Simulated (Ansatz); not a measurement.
# ZnSe (Stilleite) under changes of volume

One of the cells (22.757 Å³/atom); the others are scaled copies at fixed shape and fractional positions:

```
Se Zn
1.0
     0.00000    2.83380    2.83380
     2.83380    0.00000    2.83380
     2.83380    2.83380    0.00000
Se Zn
1 1
Direct
  0.75000 0.75000 0.75000
  0.00000 0.00000 0.00000
```

| Quantity | Value |
| --- | --- |
| Program | Ansatz 0.2.0 |
| Functional | BPBE |
| Potentials or basis | Ansatz PAW |
| Cutoff | 420 eV (not typed: the program's choice for these potentials) |
| k mesh | 8 × 8 × 8 |
| Occupations | fermi-dirac, width 0.05 eV |
| Spin | no spin polarisation |

```csv
volume (Å³/atom),energy over the lowest point (meV/atom),pressure (GPa),gap on the mesh (eV)
21.391,?,?,?
21.846,23.62,4.9,1.45
22.301,11.90,3.4,1.36
22.757,4.32,2.0,1.28
23.212,0.49,0.7,1.20
23.667,0.00,-0.4,1.13
24.122,2.52,-1.4,1.06
```

Q: What does the run at 21.391 Å³/atom give?

A: Energy over the lowest point 39.97 meV/atom; pressure 6.6 GPa; gap on the mesh 1.53 eV.

Worked out: A Birch-Murnaghan fit of order 3 (a polynomial in V^(-2/3)) to the other rows has its minimum at 23.51 Å³/atom with B0 = V·E''(V) = 57 GPa and B' = 4.5. It gives 39.97 meV/atom at 21.391 Å³/atom, against the run's 39.97, and -dE/dV = 6.6 GPa, against 6.6. A straight line through the other rows of the gap, of slope -3.92 eV per unit of ln V (its deformation potential), extrapolates to 1.53 eV, against the run's 1.53.

Energies are extrapolated to zero smearing.

Caveats: the PAW data sets come from PBE, with cores solved anew for the run's functional, which leaves a small shift of forces and pressure.

Spin-orbit coupling on Se is left out.
